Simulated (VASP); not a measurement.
## Band gap of CaSe at several levels of theory

Aim: the gap of CaSe on one structure at many levels of theory. The starting structure is a computed structure from the Materials Project. Cell and atoms stay as given. Meshes and data sets differ where the inputs say so.

Main program and level: VASP 6.6.1; Kohn-Sham DFT with plane waves and PAW; 9 levels of theory, named at each step.

## (1) Starting point

Symmetry: Fm-3m, No. 225, cubic system. Conventional cell: a = 5.940 Å, b = 5.940 Å, c = 5.940 Å, α = 90.00°, β = 90.00°, γ = 90.00°. Se has 6 Ca at 2.97 Å nearest. Nearest to Ca lie 6 Se at 2.97 Å. Farther neighbours and most contacts between anions are not listed.

Structure file:

```xyz
2
Lattice="0.0000 2.9702 2.9702 2.9702 0.0000 2.9702 2.9702 2.9702 0.0000" Properties=species:S:1:pos:R:3 pbc="T T T"
Se    2.9702    2.9702    2.9702
Ca    0.0000    0.0000    0.0000
```

## (2) Bands with LDA

LDA, the lowest rung, knows the local density alone.

INCAR reads:

```
SYSTEM = CaSe
PREC = Accurate
ENCUT = 350
EDIFF = 1E-06
NELM = 100
ISMEAR = 0
SIGMA = 0.03
LREAL = .FALSE.
ALGO = Normal
GGA = CA
NBANDS = 20
LORBIT = 11
LWAVE = .FALSE.
LCHARG = .FALSE.
KPAR = 4
LASPH = .TRUE.
```

POSCAR reads:

```
CaSe
1.0
    0.0000000000      2.9702381052      2.9702381052
    2.9702381052      0.0000000000      2.9702381052
    2.9702381052      2.9702381052      0.0000000000
Se Ca
1 1
Direct
    0.5000000000      0.5000000000      0.5000000000
    0.0000000000      0.0000000000      0.0000000000
```

KPOINTS reads:

```
Automatic mesh
0
Gamma
6 6 6
0 0 0
```

KPOINTS_OPT reads:

```
Line mode
10
Line-mode
Reciprocal
  0.00000000   0.00000000   0.00000000 GAMMA
  0.50000000   0.00000000   0.50000000 X

  0.50000000   0.00000000   0.50000000 X
  0.50000000   0.25000000   0.75000000 W

  0.50000000   0.25000000   0.75000000 W
  0.37500000   0.37500000   0.75000000 K

  0.37500000   0.37500000   0.75000000 K
  0.00000000   0.00000000   0.00000000 GAMMA

  0.00000000   0.00000000   0.00000000 GAMMA
  0.50000000   0.50000000   0.50000000 L

  0.50000000   0.50000000   0.50000000 L
  0.62500000   0.25000000   0.62500000 U

  0.62500000   0.25000000   0.62500000 U
  0.50000000   0.25000000   0.75000000 W

  0.50000000   0.25000000   0.75000000 W
  0.50000000   0.50000000   0.50000000 L

  0.50000000   0.50000000   0.50000000 L
  0.37500000   0.37500000   0.75000000 K

  0.62500000   0.25000000   0.62500000 U
  0.50000000   0.00000000   0.50000000 X
```

PAW data sets: Se and Ca_sv (LDA family, release 64).

Run with:

```sh
mpirun -np 4 vasp_std
```

The program printed:

```text
[banner, memory and clock lines left out]
running    4 mpi-ranks, on    1 nodes
 distrk:  each k-point on    1 cores,    4 groups
 distr:  one band on    1 cores,    1 groups

 POSCAR found type information on POSCAR SeCa
 POSCAR found :  2 types and       2 ions
 LDA part: xc-table for (Slater(with rela. corr.)+CA(PZ))
 , standard interpolation
 POSCAR, INCAR and KPOINTS ok, starting setup
 FFT: planning ... GRIDC
 FFT: planning ... GRID_SOFT
 FFT: planning ... GRID
 WAVECAR not read
 entering main loop
       N       E                     dE             d eps       ncg     rms          rms(c)
DAV:   1     0.952848285083E+02    0.95285E+02   -0.57708E+03   640   0.553E+02
DAV:   2    -0.670141131448E+01   -0.10199E+03   -0.96279E+02   772   0.177E+02
DAV:   3    -0.106156041694E+02   -0.39142E+01   -0.38739E+01   784   0.336E+01
DAV:   4    -0.107415723340E+02   -0.12597E+00   -0.12577E+00   924   0.525E+00
DAV:   5    -0.107421558491E+02   -0.58352E-03   -0.58351E-03   768   0.353E-01    0.441E+00
DAV:   6    -0.105719287867E+02    0.17023E+00   -0.11266E-01   708   0.173E+00    0.255E+00
DAV:   7    -0.105459476970E+02    0.25981E-01   -0.57831E-02   820   0.132E+00    0.844E-01
DAV:   8    -0.105441348648E+02    0.18128E-02   -0.66707E-03   736   0.541E-01    0.139E-01
DAV:   9    -0.105440634091E+02    0.71456E-04   -0.36577E-04   744   0.196E-01    0.427E-02
DAV:  10    -0.105440757464E+02   -0.12337E-04   -0.87340E-05   792   0.497E-02    0.254E-02
DAV:  11    -0.105440733623E+02    0.23841E-05   -0.84021E-06   768   0.193E-02    0.863E-03
DAV:  12    -0.105440727402E+02    0.62215E-06   -0.16499E-06   704   0.514E-03
   1 F= -.10544073E+02 E0= -.10544073E+02  d E =-.146197E-12
 Start KPOINTS_OPT (optional k-point list driver)
k-point batch [1-16\100]
       N       E                     dE             ncg
DAV:   1    -0.151128073321E+04   -0.64072E+04      640
DAV:   2    -0.308141666977E+04   -0.15701E+04      772
DAV:   3    -0.313497736532E+04   -0.53561E+02      780
DAV:   4    -0.313643634116E+04   -0.14590E+01      940
DAV:   5    -0.313644256876E+04   -0.62276E-02      752
DAV:   6    -0.313644264668E+04   -0.77917E-04      936
DAV:   7    -0.313644264688E+04   -0.20950E-06      596
[...]
k-point batch [97-100\100]
       N       E                     dE             ncg
DAV:   1     0.520347690192E+04   -0.21582E+04      160
DAV:   2     0.481408385415E+04   -0.38939E+03      192
DAV:   3     0.480055931970E+04   -0.13525E+02      220
DAV:   4     0.480012377251E+04   -0.43555E+00      208
DAV:   5     0.480012270320E+04   -0.10693E-02      216
DAV:   6     0.480012268856E+04   -0.14637E-04      208
DAV:   7     0.480012268853E+04   -0.29602E-07      172
```

The job ended after 6 s (4 MPI ranks of Intel Xeon 6975P-C (Granite Rapids), shared host; peak memory 0.54 GiB; 21 s of CPU time).

The logs omit lines about the potential files and the build; timing stands in the text.

Parts of OUTCAR (step 2):

```text
ion  position               nearest neighbor table
   1  0.500  0.500  0.500-   2 2.97   2 2.97   2 2.97   2 2.97   2 2.97   2 2.97
   2  0.000  0.000  0.000-   1 2.97   1 2.97   1 2.97   1 2.97   1 2.97   1 2.97

  LATTYP: Found a face centered cubic cell.
 ALAT       =     5.9404762104

 Subroutine GETGRP returns: Found 48 space group operations
 (whereof 48 operations were pure point group operations)

The static configuration has the point symmetry O_h .

 Found     16 irreducible k-points:

   k-points           NKPTS =     16   k-points in BZ     NKDIM =     16   number of bands    NBANDS=     20

   dimension x,y,z NGX =    28 NGY =   28 NGZ =   28
   dimension x,y,z NGXF=    56 NGYF=   56 NGZF=   56

   ENCUT  =  350.0 eV  25.72 Ry    5.07 a.u.   6.41  6.41  6.41*2*pi/ulx,y,z

   NELECT =      16.0000    total number of electrons

 k-points in reciprocal lattice and weights: Automatic mesh
   0.00000000  0.00000000  0.00000000       0.005
   0.16666667  0.00000000  0.00000000       0.037
   0.33333333  0.00000000  0.00000000       0.037
   0.50000000  0.00000000  0.00000000       0.019
   0.16666667  0.16666667  0.00000000       0.028
   0.33333333  0.16666667  0.00000000       0.111
   0.50000000  0.16666667  0.00000000       0.111
  -0.33333333  0.16666667  0.00000000       0.111
  -0.16666667  0.16666667  0.00000000       0.056
[...]
-0.33333333  0.33333333  0.16666667       0.111
  -0.33333333  0.50000000  0.16666667       0.056

 average (electrostatic) potential at core
       1 -60.4475       2 -46.0402

 E-fermi :   2.3985

 k-point     1 :       0.0000    0.0000    0.0000
  band No.  band energies     occupation
    ...
      4     -18.3446      2.00000
      5      -9.5345      2.00000
      6       2.2604      2.00000
      7       2.2604      2.00000
      8       2.2604      2.00000
      9       5.2975      0.00000
     10       5.8092      0.00000
     11       5.8092      0.00000
     12       5.8092      0.00000
     13       6.4060      0.00000
    ...

 k-point     2 :       0.1667    0.0000    0.0000
  band No.  band energies     occupation
    ...
      4     -18.3467      2.00000
      5      -9.3776      2.00000
      6       1.0499      2.00000
      7       1.8678      2.00000
      8       1.8678      2.00000
      9       5.6990      0.00000
     10       6.1625      0.00000
     11       6.1625      0.00000
     12       6.8295      0.00000
     13       7.0965      0.00000
    ...

 k-point     3 :       0.3333    0.0000    0.0000
  band No.  band energies     occupation
    ...
      4     -18.3507      2.00000
      5      -9.0382      2.00000
      6      -0.4404      2.00000
      7       1.2903      2.00000
      8       1.2903      2.00000
      9       6.0278      0.00000
     10       6.9719      0.00000
     11       6.9719      0.00000
     12       8.1402      0.00000
     13       8.5328      0.00000
    ...

  Total       -1.1690742     -1.1690742     -1.1690742      0.0000000      0.0000000     -0.0000000
  in kB      -35.7395320    -35.7395320    -35.7395320      0.0000000      0.0000000     -0.0000000
  external PRESSURE =     -35.7395320 kB  Pullay stress =       0.0000000 kB

  energy-cutoff  :      350.00
  volume of cell :       52.41
      direct lattice vectors                 reciprocal lattice vectors
     0.000000000  2.970238105  2.970238105    -0.168336673  0.168336673  0.168336673
     2.970238105  0.000000000  2.970238105     0.168336673 -0.168336673  0.168336673
     2.970238105  2.970238105  0.000000000     0.168336673  0.168336673 -0.168336673

 POSITION                                       TOTAL-FORCE (eV/Angst)
 -----------------------------------------------------------------------------------
      2.97024      2.97024      2.97024         0.000000      0.000000     -0.000000
      0.00000      0.00000      0.00000         0.000000      0.000000      0.000000
 -----------------------------------------------------------------------------------
    total drift:                                0.000000      0.000000      0.000000

  FREE ENERGIE OF THE ION-ELECTRON SYSTEM (eV)
  ---------------------------------------------------
  free  energy   TOTEN  =       -10.5440727402 eV

  energy  without entropy=      -10.5440727402  energy(sigma->0) =      -10.54407274

 total charge
# of ion       s       p       d       tot
------------------------------------------
    1        1.436   2.472   0.005   3.913
    2        2.032   5.843   0.245   8.120
--------------------------------------------------
tot          3.468   8.314   0.250  12.033

[... 3 further parts left out ...]
```

Spin-orbit coupling is off here; it would split degenerate levels. At this level the cell is under a tension of 3.6 GPa, so at these settings it is away from equilibrium.

LDA gives a least gap of 1.893 eV, and a least direct gap of 2.824 eV.

## (3) Bands with PBE

PBE, the usual starting point, adds the gradient of the density.

INCAR, as its differences from that of step 2:

```diff
@@ -9,3 +9,3 @@
 ALGO = Normal
-GGA = CA
+GGA = PE
 NBANDS = 20
```

POSCAR is that of step 2.

KPOINTS is that of step 2.

KPOINTS_OPT is that of step 2.

Potentials, in the order of the species: Se and Ca_sv (PBE family, release 64).

Run with:

```sh
mpirun -np 4 vasp_std
```

The program printed:

```text
[banner, memory and clock lines left out]
running    4 mpi-ranks, on    1 nodes
[...]
LDA part: xc-table for (Slater+PW92), standard interpolation
 POSCAR, INCAR and KPOINTS ok, starting setup
[...]
entering main loop
       N       E                     dE             d eps       ncg     rms          rms(c)
DAV:   1     0.965030729939E+02    0.96503E+02   -0.57873E+03   640   0.553E+02
DAV:   2    -0.561472544913E+01   -0.10212E+03   -0.96472E+02   772   0.177E+02
DAV:   3    -0.951449200004E+01   -0.38998E+01   -0.38605E+01   788   0.336E+01
DAV:   4    -0.962791253365E+01   -0.11342E+00   -0.11323E+00   920   0.489E+00
[...]
DAV:  10    -0.948622398593E+01   -0.17436E-03   -0.17553E-04   776   0.681E-02    0.247E-02
DAV:  11    -0.948623113881E+01   -0.71529E-05   -0.20334E-05   744   0.283E-02    0.119E-02
DAV:  12    -0.948623040949E+01    0.72932E-06   -0.12626E-06   700   0.552E-03
   1 F= -.94862304E+01 E0= -.94862304E+01  d E =-.886102E-38
 Start KPOINTS_OPT (optional k-point list driver)
k-point batch [1-16\100]
       N       E                     dE             ncg
DAV:   1    -0.150827391271E+04   -0.64042E+04      640
DAV:   2    -0.308506133241E+04   -0.15768E+04      764
DAV:   3    -0.313823001059E+04   -0.53169E+02      800
DAV:   4    -0.313973081254E+04   -0.15008E+01      920
DAV:   5    -0.313973631931E+04   -0.55068E-02      752
DAV:   6    -0.313973639726E+04   -0.77947E-04      924
DAV:   7    -0.313973639752E+04   -0.25924E-06      620
[...]
k-point batch [97-100\100]
       N       E                     dE             ncg
DAV:   1     0.520447165490E+04   -0.21572E+04      160
DAV:   2     0.481314931259E+04   -0.39132E+03      196
DAV:   3     0.479975319152E+04   -0.13396E+02      220
DAV:   4     0.479929577957E+04   -0.45741E+00      208
DAV:   5     0.479929463622E+04   -0.11434E-02      220
DAV:   6     0.479929462079E+04   -0.15433E-04      204
DAV:   7     0.479929462076E+04   -0.29789E-07      176
```

Elapsed: 7.2 s, on 4 MPI ranks; peak memory 0.59 GiB; 26 s of CPU time.

OUTCAR, selected parts (step 3):

```text
  Total        0.1803382      0.1803382      0.1803382     -0.0000000      0.0000000     -0.0000000
  in kB        5.5130838      5.5130838      5.5130838     -0.0000000      0.0000000     -0.0000000
  external PRESSURE =       5.5130838 kB  Pullay stress =       0.0000000 kB

 POSITION                                       TOTAL-FORCE (eV/Angst)
 -----------------------------------------------------------------------------------
      2.97024      2.97024      2.97024         0.000000     -0.000000      0.000000
      0.00000      0.00000      0.00000        -0.000000      0.000000     -0.000000
 -----------------------------------------------------------------------------------
    total drift:                                0.000000      0.000000      0.000000

  FREE ENERGIE OF THE ION-ELECTRON SYSTEM (eV)
  ---------------------------------------------------
  free  energy   TOTEN  =        -9.4862304095 eV

  energy  without entropy=       -9.4862304095  energy(sigma->0) =       -9.48623041

[... 2 parts as in an earlier step ...]

[... 1 further part left out ...]
[key lines of the parts left out:]
E-fermi :   2.6275
```

PBE gives a least gap of 2.053 eV, and a least direct gap of 2.975 eV. The least gap is +0.160 eV from that of LDA.

## (4) Bands with r2SCAN

r2SCAN adds the kinetic-energy density, costs more than a GGA and is run with LASPH.

INCAR, as its differences from that of step 3:

```diff
@@ -9,3 +9,4 @@
 ALGO = Normal
-GGA = PE
+METAGGA = R2SCAN
+LASPH = .TRUE.
 NBANDS = 20
@@ -15,2 +16 @@
 KPAR = 4
-LASPH = .TRUE.
```

POSCAR is that of step 3.

KPOINTS is that of step 3.

KPOINTS_OPT is that of step 3.

Run with:

```sh
mpirun -np 4 vasp_std
```

The program printed:

```text
[banner, memory and clock lines left out]
running    4 mpi-ranks, on    1 nodes
[...]
|                                                                             |
|               ----> ADVICE to this user running VASP <----                  |
|                                                                             |
|     You enforced a specific xc type in the INCAR file but a different       |
|     [... a line on the potential file left out ...]
|     I HOPE YOU KNOW WHAT YOU ARE DOING!                                     |
|                                                                             |

 LDA part: xc-table for (None), standard interpolation
 POSCAR, INCAR and KPOINTS ok, starting setup
[...]
entering main loop
       N       E                     dE             d eps       ncg     rms          rms(c)
DAV:   1     0.814352679226E+02    0.81435E+02   -0.59091E+03   640   0.568E+02
DAV:   2    -0.246787251236E+02   -0.10611E+03   -0.10013E+03   760   0.183E+02
[...]
DAV:  11    -0.259781863186E+02   -0.26530E-04   -0.53784E-05   960   0.461E-02    0.133E-02
DAV:  12    -0.259781903096E+02   -0.39910E-05   -0.58663E-06   756   0.177E-02    0.995E-03
DAV:  13    -0.259781895648E+02    0.74482E-06   -0.34789E-07   432   0.445E-03
   1 F= -.25978190E+02 E0= -.25978190E+02  d E =-.602301E-49
 Start KPOINTS_OPT (optional k-point list driver)
k-point batch [1-16\100]
       N       E                     dE             ncg
DAV:   1    -0.161612267595E+04   -0.65121E+04      640
DAV:   2    -0.327552330570E+04   -0.16594E+04      772
DAV:   3    -0.333136157926E+04   -0.55838E+02      768
DAV:   4    -0.333309281987E+04   -0.17312E+01      940
DAV:   5    -0.333310077559E+04   -0.79557E-02      740
DAV:   6    -0.333310088254E+04   -0.10694E-03      944
DAV:   7    -0.333310088284E+04   -0.29770E-06      592
[...]
k-point batch [97-100\100]
       N       E                     dE             ncg
DAV:   1     0.517787450399E+04   -0.21838E+04      160
DAV:   2     0.476518604357E+04   -0.41269E+03      196
DAV:   3     0.475122856554E+04   -0.13957E+02      220
DAV:   4     0.475072472080E+04   -0.50384E+00      208
DAV:   5     0.475072331516E+04   -0.14056E-02      212
DAV:   6     0.475072329512E+04   -0.20042E-04      212
DAV:   7     0.475072329508E+04   -0.39617E-07      172
```

Wall time 21 s (4 MPI ranks); peak memory 0.62 GiB; 82 s of CPU time.

From OUTCAR (step 4):

```text
  Total        0.0088440      0.0088440      0.0088440     -0.0000000      0.0000000     -0.0000000
  in kB        0.2703691      0.2703691      0.2703691     -0.0000000      0.0000000     -0.0000000
  external PRESSURE =       0.2703691 kB  Pullay stress =       0.0000000 kB

 POSITION                                       TOTAL-FORCE (eV/Angst)
 -----------------------------------------------------------------------------------
      2.97024      2.97024      2.97024        -0.000000      0.000000     -0.000000
      0.00000      0.00000      0.00000         0.000000     -0.000000      0.000000
 -----------------------------------------------------------------------------------
    total drift:                                0.000000      0.000000      0.000000

  FREE ENERGIE OF THE ION-ELECTRON SYSTEM (eV)
  ---------------------------------------------------
  free  energy   TOTEN  =       -25.9781895648 eV

  energy  without entropy=      -25.9781895648  energy(sigma->0) =      -25.97818956

[... 2 parts as in an earlier step ...]

[... 1 further part left out ...]
[key lines of the parts left out:]
E-fermi :   2.4035
```

r2SCAN gives a least gap of 2.524 eV, and a least direct gap of 3.460 eV. The least gap is +0.631 eV from that of LDA.

## (5) Bands with TB-mBJ

TB-mBJ is a local potential fitted to gaps: it costs far less than a hybrid but gives no energy. Its energies, forces and stress mean nothing.

INCAR, as its differences from that of step 4:

```diff
@@ -4,3 +4,3 @@
 EDIFF = 1E-06
-NELM = 100
+NELM = 150
 ISMEAR = 0
@@ -9,3 +9,3 @@
 ALGO = Normal
-METAGGA = R2SCAN
+METAGGA = MBJ
 LASPH = .TRUE.
```

POSCAR is that of step 4.

KPOINTS is that of step 4.

KPOINTS_OPT is that of step 4.

Run with:

```sh
mpirun -np 4 vasp_std
```

The program printed:

```text
[banner, memory and clock lines left out]
running    4 mpi-ranks, on    1 nodes
[...]
[... a notice as in an earlier step ...]

 LDA part: xc-table for (None), standard interpolation
 POSCAR, INCAR and KPOINTS ok, starting setup
[...]
entering main loop
       N       E                     dE             d eps       ncg     rms          rms(c)
DAV:   1     0.273230748968E+03    0.27323E+03   -0.57009E+03   640   0.548E+02
DAV:   2     0.173943228367E+03   -0.99288E+02   -0.93692E+02   764   0.175E+02
DAV:   3     0.170168107921E+03   -0.37751E+01   -0.37214E+01   796   0.322E+01
DAV:   4     0.170058783534E+03   -0.10932E+00   -0.10896E+00   840   0.489E+00
[...]
DAV:  47     0.170968051024E+03    0.15258E-05   -0.14693E-12   320   0.896E-06    0.650E-06
DAV:  48     0.170968052513E+03    0.14886E-05   -0.57594E-14   320   0.737E-06    0.200E-06
DAV:  49     0.170968052760E+03    0.24711E-06   -0.45968E-12   320   0.482E-06
   1 F= 0.17096805E+03 E0= 0.17096805E+03  d E =-.464273E-33
 Start KPOINTS_OPT (optional k-point list driver)
k-point batch [1-16\100]
       N       E                     dE             ncg
DAV:   1    -0.153666358278E+04   -0.64326E+04      640
DAV:   2    -0.315326846761E+04   -0.16166E+04      752
DAV:   3    -0.320656828206E+04   -0.53300E+02      828
DAV:   4    -0.320832956096E+04   -0.17613E+01      872
DAV:   5    -0.320833814813E+04   -0.85872E-02      788
DAV:   6    -0.320833824539E+04   -0.97263E-04      876
DAV:   7    -0.320833824571E+04   -0.31189E-06      648
[...]
k-point batch [97-100\100]
       N       E                     dE             ncg
DAV:   1     0.520045244542E+04   -0.21612E+04      160
DAV:   2     0.479664970837E+04   -0.40380E+03      196
DAV:   3     0.478317219397E+04   -0.13478E+02      232
DAV:   4     0.478277344623E+04   -0.39875E+00      200
DAV:   5     0.478276972574E+04   -0.37205E-02      216
DAV:   6     0.478276970608E+04   -0.19658E-04      200
DAV:   7     0.478276970596E+04   -0.12465E-06      184
```

The job ended after 22 s (4 MPI ranks; peak memory 0.63 GiB).

Parts of OUTCAR (step 5):

```text
  Total      -29.0691275    -29.0691275    -29.0691275      0.0000000      0.0000000      0.0000000
  in kB     -888.6664554   -888.6664554   -888.6664554      0.0000000      0.0000000      0.0000000
  external PRESSURE =    -888.6664554 kB  Pullay stress =       0.0000000 kB

 POSITION                                       TOTAL-FORCE (eV/Angst)
 -----------------------------------------------------------------------------------
      2.97024      2.97024      2.97024        -0.000000     -0.000000      0.000000
      0.00000      0.00000      0.00000         0.000000      0.000000      0.000000
 -----------------------------------------------------------------------------------
    total drift:                                0.000000      0.000000      0.000000

  FREE ENERGIE OF THE ION-ELECTRON SYSTEM (eV)
  ---------------------------------------------------
  free  energy   TOTEN  =       170.9680527596 eV

  energy  without entropy=      170.9680527596  energy(sigma->0) =      170.96805276

[... 2 parts as in an earlier step ...]

[... 1 further part left out ...]
[key lines of the parts left out:]
E-fermi :   2.4521
```

TB-mBJ gives a least gap of 2.892 eV, and a least direct gap of 3.717 eV. The least gap is +1.000 eV from that of LDA.

(Part 1 of 2 ends here.)

[Lines on the potential files, build, host, timing and source positions are cut from VASP's logs without a mark.]

[Logs are printed without paths, hosts, clocks, repeated set-up lines and the standing remarks that a program may print on its own settings, such as how far it seeks lower states.]

[Hosts, paths, dates, database ids (printed as entryN), source tags and the programs' standing remarks are cut or masked in the printed files.]
